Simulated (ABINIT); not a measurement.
Planning a run of ABINIT 10.8.3 on RbBr (Fm-3m). The input:

```
acell 3*1.0 Angstrom
rprim 
  0.000000000000 3.427000000000 3.427000000000
  3.427000000000 0.000000000000 3.427000000000
  3.427000000000 3.427000000000 -0.000000000000
ntypat 2
znucl 37 35
natom 2
typat 1 2
xred 
  0.000000000000 0.000000000000 0.000000000000
  0.500000000000 0.500000000000 0.500000000000
pp_dirpath "pseudos"
pseudos "Rb.upf, Br.upf"
ecut 19
ngkpt 4 4 4
nshiftk 1
shiftk 0 0 0
kptopt 1
chksymbreak 0
istwfk *1
occopt 1
irdwfk 1
optdriver 4
nband 604
gwcalctyp 0
ecutsigx 19
symsigma 1
nkptgw 1
kptgw 
  0.0000000000 0.0000000000 0.0000000000
bdgw 
  6 12
ecuteps 9.6
irdscr 1
ppmodel 1
indata_prefix "in"
outdata_prefix "out"
tmpdata_prefix "tmp"
```

The database entry behind the starting cell differs from later determinations by our own check (about 0.5 % short), so it need not match the best structure at ambient conditions.

```sh
OMP_NUM_THREADS=1 mpirun -n 8 abinit run.abi > log
```

**Question.** How long will it take on 8 MPI ranks of Arm Neoverse V2, shared host, and how much memory?

It took 91 s; on shared hardware allow 45 s to 3 min. Peak host memory was 5.5 GiB.

[Paths, hosts, dates, memory and timing lines, banners, echoed tables and standing remarks are left out of the program output.]

[Logs are printed without paths, hosts, clocks, repeated set-up lines and the standing remarks that a program may print on its own settings, such as how far it seeks lower states.]

[Runs of the session that timed out or met a known fault of the program may be left out.]

[Hosts, paths, dates, database ids (printed as entryN), source tags and the programs' standing remarks are cut or masked in the printed files.]

[G0W0 gaps are taken among the corrected bands and points alone; a level outside them can change the order at an edge.]

[Where Ansatz stands beside ABINIT at settings called matched, ABINIT's density can come from a denser mesh and the files from another edition; pairs whose starting gaps differed by over 0.03 eV were left out, so agreement reads better than it is.]
